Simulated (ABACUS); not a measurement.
**Pt under changes of volume**

One of the cells (15.080 Å³/atom); the others are scaled copies at fixed shape and fractional positions:

```
CELL_PARAMETERS angstrom
0.00000 1.96090 1.96090
1.96090 0.00000 1.96090
1.96090 1.96090 0.00000
ATOMIC_POSITIONS crystal
Pt 0.00000 0.00000 0.00000
```

* Program: ABACUS 3.10.1
* Functional: LDA-PW92
* Potentials or basis: GBRV ultrasoft 1.5 LDA
* Cutoff: 544 eV
* Density cutoff: 4354 eV
* Basis: plane waves
* k mesh: 10 × 10 × 10
* Occupations: fermi-dirac, width 0.05 eV
* Spin: no spin polarisation

```csv
volume (Å³/atom),energy over the lowest point (meV/atom),pressure (GPa)
14.175,?,?
14.477,4.30,4.8
14.778,0.00,-1.8
15.080,7.31,-7.6
15.381,25.03,-12.7
15.683,51.63,-17.2
15.985,86.19,-21.1
```

**Question.** What does the run at 14.175 Å³/atom give?

**Answer.** Energy over the lowest point 21.84 meV/atom; pressure 12.4 GPa.

Worked out: A Birch-Murnaghan fit of order 3 (a polynomial in V^(-2/3)) to the other rows has its minimum at 14.73 Å³/atom with B0 = V·E''(V) = 310 GPa and B' = 5.5. It gives 22.07 meV/atom at 14.175 Å³/atom, against the run's 21.84, and -dE/dV = 13.3 GPa, against 12.4.

Energies are extrapolated to zero smearing.
